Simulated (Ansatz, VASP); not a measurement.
## One calculation of Fe, two programs

File POSCAR:

```
Fe
1.0
    0.0000000000      1.7506080061      1.7506080061
    1.7506080061      0.0000000000      1.7506080061
    1.7506080061      1.7506080061      0.0000000000
Fe
1
Direct
    0.0000000000      0.0000000000      0.0000000000
```

Contents of INCAR.step1:

```
SYSTEM = Fe
PREC = Accurate
ENCUT = 520
ISMEAR = -1
SIGMA = 0.1
LREAL = .FALSE.
LASPH = .TRUE.
NELM = 60
NBANDS = 10
GGA = PE
ALGO = Normal
EDIFF = 1E-4
LWAVE = .TRUE.
LCHARG = .FALSE.
```

File INCAR.step2:

```
SYSTEM = Fe
PREC = Accurate
ENCUT = 520
EDIFF = 1E-7
ISMEAR = -1
SIGMA = 0.1
LREAL = .FALSE.
LASPH = .TRUE.
NELM = 60
ALGO = Normal
ISIF = 2
LWAVE = .FALSE.
LCHARG = .FALSE.
METAGGA = R2SCAN
LMIXTAU = .TRUE.
NBANDS = 10
ISTART = 1
```

The input KPOINTS:

```
Automatic mesh
0
G
  18 18 18
  0 0 0
```

Input for Ansatz:

```yaml
crystal:
  lattice:
    - [0.0, 1.7506080061, 1.7506080061]
    - [1.7506080061, 0.0, 1.7506080061]
    - [1.7506080061, 1.7506080061, 0.0]
  atoms:
    - { symbol: Fe, position: [0.0, 0.0, 0.0] }
hamiltonian:
  xc: r2scan
  pseudopotentials:
    kind: paw
    azcp:
      Fe: "pseudopotentials/Fe.paw.azcp"
basis:
  ecutwfc: 500
  fft_grid_basis: typed
kpoints:
  mp_grid: { grid: [18, 18, 18], shift: [0, 0, 0] }
magnetization:
  spin_polarized: false
scf:
  occupations: { method: fermi_dirac, width: 0.1 }
  lower_state_search: "off"
output:
  stress: true
  write_density: true
  write_potential: true
  elf: true
  volumetric_format: npy
```

Alike in both runs: task single point; functional r2SCAN; k mesh 18 × 18 × 18; occupations fermi-dirac, width 0.1 eV; no spin polarisation.

|  | VASP | Ansatz |
| --- | --- | --- |
| version | VASP 6.6.1 | Ansatz 0.2.0 |
| potentials or method | VASP PAW PBE potentials, release 64 (Fe) | plane waves (500 eV) with PAW, scalar-relativistic |
| plane-wave cutoff (eV) | 520 | 500 |
| valence electrons in the cell | 8 | 16 |

```tsv
	VASP	Ansatz	Ansatz less VASP
pressure (GPa)	-19.7	-20.3	-0.63
```

The two sets of potentials don't hold the same shells in valence.

Caveats: so large a pressure means that the cell lies far from this level's equilibrium, or that cutoff or potentials fall short (VASP); the potentials were made for another functional, which shifts forces and pressure (VASP); the run has no spin polarisation, though such a crystal can be magnetic. Spin polarisation is off, so any magnetic state and its effect on volume and gap are missing.
